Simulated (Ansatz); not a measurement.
ZrO$_{2}$:
```yaml
crystal:
  lattice:
    - [3.60134, 0.00000, 0.00000]
    - [0.00000, 3.60134, 0.00000]
    - [0.00000, 0.00000, 5.22807]
  atoms:
    - { symbol: Zr, position: [0.00000, 0.00000, 0.00000] }
    - { symbol: Zr, position: [0.50000, 0.50000, 0.50000] }
    - { symbol: O, position: [0.00000, 0.50000, 0.19679] }
    - { symbol: O, position: [0.00000, 0.50000, 0.69679] }
    - { symbol: O, position: [0.50000, 0.00000, 0.30321] }
    - { symbol: O, position: [0.50000, 0.00000, 0.80321] }
```

x, y and z are the axes in which the lattice vectors are written.

Give the high-frequency dielectric tensor and the Born effective charge tensors of the independent atoms from DFPT, the program Ansatz at the r²SCAN level (PAW).


ε∞:
```
5.27  0.00  0.00
0.00  5.27  0.00
0.00  0.00  4.68
```
Z* of atom 1 (Zr), rows: field, columns: displacement, in e:
```
5.72  0.00  0.00
0.00  5.72  0.00
0.00  0.00  4.88
```
Z* of atom 3 (O), rows: field, columns: displacement, in e:
```
-2.06   0.00   0.00
 0.00  -3.67   0.00
 0.00   0.00  -2.44
```

Static charges for comparison (Bader): Zr1 +2.70, O3 -1.35 e. Born charges measure polarisation by displacement and can exceed these by far.

Space group P4_2/nmc. This is a known high-temperature phase of the composition, computed here at zero pressure and temperature. The r²SCAN relaxation kept the symmetry of its start; whether a distortion lowers the energy is not shown. No spin polarisation was allowed. Spin–orbit coupling is left out wherever it is not named.

Potentials: the later of the program's two PAW sets.
